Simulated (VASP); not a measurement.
Runs of VASP 6.6.1 on Ta. Symmetry: Pm-3m, No. 221, cubic system. The conventional cell has a = 2.741 Å, b = 2.741 Å, c = 2.741 Å, α = 90.00°, β = 90.00°, γ = 90.00°. Around Ta (site symmetry m-3m) lie 6 Ta at 2.74 Å. This isn't the form of Ta at room conditions, which is bcc.

```csv
task,cell,k mesh,cutoff (eV),gap on the mesh (eV),pressure (GPa)
single point,"Pm-3m, 20.59 Å³/atom",13 × 13 × 13,520,none,(a)
relaxation of cell and atoms,relaxed,12 × 12 × 12,600,none,-0.1
single point,"Pm-3m, 21.44 Å³/atom",12 × 12 × 12,520,none,0.6
single point,"Pm-3m, 21.44 Å³/atom",18 × 18 × 18,520,none,0.9
```

Alike in all rows: level BLYP; potentials or basis VASP PAW PBE potentials, release 64 (Ta_pv); no spin polarisation; smearing fermi-dirac 0.1 eV.

Problem. Estimate the missing entries.

Solution. (a) 6.5.

Caveats: the PAW data sets were made with another functional, which shifts forces and pressure a little.

A k mesh can miss the band edges, and the runs leave out spin-orbit coupling on Ta.

A gap of «none» marks a metal or a gap under the smearing width.
